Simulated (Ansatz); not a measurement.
# AlNi3: the cost of one run

Method: DFT PBE, scalar-relativistic, plane waves, PAW, in Ansatz 0.2.0.

17 further runs of the same task are left out: 1 for a known fault of the program, 16 set aside as unsound or not needed.

### Step 1. The starting structure

Symmetry: Fm-3m, No. 225, cubic system. The conventional cell has a = 5.672 Å, b = 5.672 Å, c = 5.672 Å, α = 90.00°, β = 90.00°, γ = 90.00°. Around Al (site symmetry m-3m) lie 8 Ni at 2.46 Å. Ni (site symmetry -43m) is surrounded by 4 Al at 2.46 Å and 4 Ni at 2.46 Å. Ni (site symmetry m-3m) has 8 Ni at 2.46 Å as nearest neighbours.

Coordinates:

```
CELL_PARAMETERS angstrom
0.00000 2.83589 2.83589
2.83589 0.00000 2.83589
2.83589 2.83589 0.00000
ATOMIC_POSITIONS crystal
Al 0.50000 0.50000 0.50000
Ni 0.25000 0.25000 0.25000
Ni 0.00000 0.00000 0.00000
Ni 0.75000 0.75000 0.75000
```

It goes back to an entry of the Materials Project, which need not be the stable form.

This cell was relaxed beforehand with the same method: volume 11.40 Å³/atom, gap on the mesh none (metal).

### Step 2. The scan

The energy is mapped over volume and the cell's shape.

The axes are (1) volume per atom: 7 values from 10.491 to 12.316 Å³; (2) length along [111] over the lengths across it, relative to the cubic cell: 7 values from 0.834 to 1.200.

Nothing else is relaxed (fractional coordinates fixed). Energies count from the relaxed crystal. Points are written as (first, second).

### Step 3. The run at (12.012 Å³, 0.834)

Input file input.yaml:

```yaml
crystal:
  lattice:
    - [-0.3401140718, 2.7258180655, 2.7258180655]
    - [2.7258180655, -0.3401140718, 2.7258180655]
    - [2.7258180655, 2.7258180655, -0.3401140718]
  atoms:
    - { symbol: Al, position: [0.5, 0.5, 0.5] }
    - { symbol: Ni, position: [0.25, 0.25, 0.25] }
    - { symbol: Ni, position: [0.0, 0.0, 0.0] }
    - { symbol: Ni, position: [0.75, 0.75, 0.75] }
basis:
  ecutwfc: 520.0
kpoints:
  mp_grid: { grid: [14, 14, 14] }
hamiltonian:
  xc: pbe
  pseudopotentials: { kind: paw, azcp: { folder: soft_1 } }
scf:
  occupations: { method: gaussian, width: 0.15 }
output:
  forces: true
  stress: true
  eigenvalues: true
```

Started as:

```bash
$ ansatz run input.yaml --threads 4 --pin off --max-ram 8192MiB --backend cpu --events-out ev --progress --plain --runs-dir out
```

Q: Estimate wall time and peak memory on 4 threads of Arm Neoverse N1, shared host.

About 19 s, with a peak of 0.7 GiB.
